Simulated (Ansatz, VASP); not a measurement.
CoO in VASP and in Ansatz

```
Co O
1.0
     0.00000    2.11719    2.11719
     2.11719    0.00000    2.11719
     2.11719    2.11719    0.00000
Co O
1 1
Direct
  0.00000 0.00000 0.00000
  0.50000 0.50000 0.50000
```

Change from the starting cell: volume scaled by 0.98.

Alike in both runs: task single point; functional PBEsol; k mesh 11 × 11 × 11; occupations fermi-dirac, width 0.05 eV; collinear spin, ferromagnetic start.

|  | VASP | Ansatz |
| --- | --- | --- |
| version | VASP 6.6.1 | Ansatz 0.2.0 |
| potentials or method | VASP PAW PBE potentials, release 64 (Co, O) | Ansatz PAW |
| plane-wave cutoff (eV) | 520 | 420 |
| valence electrons in the cell | 15 | 23 |

|  | VASP | Ansatz | Ansatz less VASP |
| --- | --- | --- | --- |
| gap on the k mesh at the Fermi level (eV) | none | none | - |
| pressure (GPa) | -8.3 | -7.7 | +0.60 |
| net moment per atom (μB) | 1.44 | 1.46 | +0.014 |
| size of the moment on the site where the two differ most (μB) | 2.53 | 2.47 | -0.063 |

Site moments also hang on the region over which each program counts them. A gap of «none» marks a metal or a gap that the smearing closes. The two sets of potentials don't hold the same shells in valence.

Caveats: a cell with one magnetic atom can't hold antiferromagnetic order, which such compounds often take; semilocal functionals often make such compounds metallic where correlation or magnetic order opens a gap, which also shifts bond lengths; the PAW data sets were made with another functional, which shifts forces and pressure a little (VASP); the pressure holds a Pulay correction of +0.8 GPa for the finite cutoff (Ansatz); the PAW data sets come from PBE, with cores solved anew for the run's functional, which leaves a small shift of forces and pressure (Ansatz).
